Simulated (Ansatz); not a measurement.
## Convergence notes, G0W0 on Li2Se (antifluorite)

Li2Se (antifluorite), relaxed with r2SCAN; one-shot G0W0 in Ansatz without spin-orbit coupling. Spin-unpolarised throughout; all numbers are computed.

```
Se Li
1.0
     0.00000    2.99352    2.99352
     2.99352    0.00000    2.99352
     2.99352    2.99352    0.00000
Se Li
1 2
Cartesian
  0.0000 0.0000 0.0000
  1.4968 1.4968 1.4968
  4.4903 4.4903 4.4903
```

Gaps are read over the mesh points alone. G0W0 values are finite-basis, finite-mesh values.
```tsv
start	potentials	frequency model	mesh	empty bands	screening cutoff (eV)	Kohn-Sham gap (eV)	G0W0 gap (eV)
PBE	PAW	contour deformation	6×6×6	121	100	2.97	4.33
PBE	PAW	contour deformation	6×6×6	294	180	2.97	4.50
PBE	PAW	contour deformation	6×6×6	570	260	2.97	4.56
HSE06	PAW	contour deformation	6×6×6	294	180	3.82	4.91
r2SCAN	PAW	contour deformation	6×6×6	294	180	3.48	4.76
PBE0	PAW	contour deformation	6×6×6	294	180	4.48	5.11
PBE	PAW	Godby-Needs pole	6×6×6	294	180	2.97	4.44
PBE	PAW	contour deformation	8×8×8	87	80	2.97	4.25
PBE	norm-conserving	contour deformation	6×6×6	294	180	2.97	4.47
```

Over the mesh points the PBE gap of 2.97 eV becomes a quasiparticle gap of 4.56 eV (Γ to X), a change of +1.59 eV. Renormalisation factors Z lie between 0.76 and 0.82.

Raising bands and cutoff together moves the gap by +0.17 eV (100 to 180 eV), then +0.06 eV (180 to 260 eV); the last step is still large, so the basis limit isn't reached. Starting from HSE06 (3.82 eV against PBE's 2.97 eV) gives 4.91 eV, +0.41 eV from G0W0@PBE at the same screening cutoff. Starting from r2SCAN (3.48 eV against PBE's 2.97 eV) gives 4.76 eV, +0.26 eV from G0W0@PBE at the same screening cutoff. Starting from PBE0 (4.48 eV against PBE's 2.97 eV) gives 5.11 eV, +0.61 eV from G0W0@PBE at the same screening cutoff. The Godby-Needs plasmon pole differs from contour deformation by -0.06 eV. Norm-conserving potentials (wave cutoff 1170 eV against 420 eV) shift the quasiparticle gap by -0.03 eV and the PBE gap by 0.00 eV. r2SCAN runs take a wave cutoff of 500 eV.
